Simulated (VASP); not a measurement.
H4C19, 23 atoms in the cell. The cell holds a slab with vacuum, 23 atoms: a = 7.398 Å, b = 7.398 Å, c = 11.000 Å, α = 90.00°, β = 90.00°, γ = 120.00°. The cell was built by a generator and needn't be a form met in nature.

```yaml
Program: VASP 6.6.1
Task: single point
Functional: PBE
Dispersion: D3(BJ)
Potentials_or_basis: VASP PAW PBE potentials, release 64 (C, H)
Cutoff: 520 eV
k_mesh: 2 × 2 × 1
Occupations: fermi-dirac, width 0.02 eV
Spin: no spin polarisation
Dipole_correction: no
Further_INCAR_settings: LREAL = Auto; ALGO = Normal; EDIFF = 1e-07; NBANDS = 57
```

Potentials or basis: VASP PAW PBE potentials, release 64 (C, H).

Run with:

```sh
$ cat potpaw_PBE.64/C/POTCAR potpaw_PBE.64/H/POTCAR > POTCAR
$ mpirun -np 1 vasp_std > vasp.out
```

Hardware: 1 thread of Intel(R) Xeon(R) Platinum 8488C (Sapphire Rapids), on a shared host.

Q: How long does it take, and how much memory?

A: Wall time 3 min on 1 thread of Intel(R) Xeon(R) Platinum 8488C (Sapphire Rapids), with other jobs on the host, peak memory 0.58 GiB. Counts: scf iterations 23, k points 4.
